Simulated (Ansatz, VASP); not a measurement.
# GePt in VASP and in Ansatz

```
CELL_PARAMETERS angstrom
5.82326 0.00000 0.00000
0.00000 3.74663 0.00000
0.00000 0.00000 6.17756
ATOMIC_POSITIONS crystal
Ge 0.81367 0.75000 0.58780
Ge 0.18633 0.25000 0.41220
Ge 0.68633 0.25000 0.08780
Ge 0.31367 0.75000 0.91220
Pt 0.00175 0.75000 0.19207
Pt 0.99825 0.25000 0.80793
Pt 0.49825 0.25000 0.69207
Pt 0.50175 0.75000 0.30793
```

Alike in both runs: functional PBE; k mesh 4 × 6 × 4; occupations gaussian, width 0.1 eV; no spin polarisation.

Ansatz relaxed the structure, and its values are those at the end. VASP's run is a single point on that final structure, the one shown.

|  | VASP | Ansatz |
| --- | --- | --- |
| version | VASP 6.6.1 | Ansatz 0.2.0 |
| potentials or method | VASP PAW PBE potentials, release 64 (Ge_d, Pt) | scalar-relativistic, plane waves, PAW |
| plane-wave cutoff (eV) | 520 | 420 |
| valence electrons in the cell | 96 | 128 |

```csv
,VASP,Ansatz,Ansatz less VASP
gap on the k mesh at the Fermi level (eV),none,none,-
pressure (GPa),0.1,0.1,+0.03
rms of the force components (eV/Å),0.021,0.020,-0.0007
```

A gap of «none» marks a metal or a gap that the smearing closes. The functional is the same, so the differences come from potentials, cutoffs and numerics. The two sets of potentials don't hold the same shells in valence.

Spin-orbit coupling is left out, which matters for the levels of Pt.
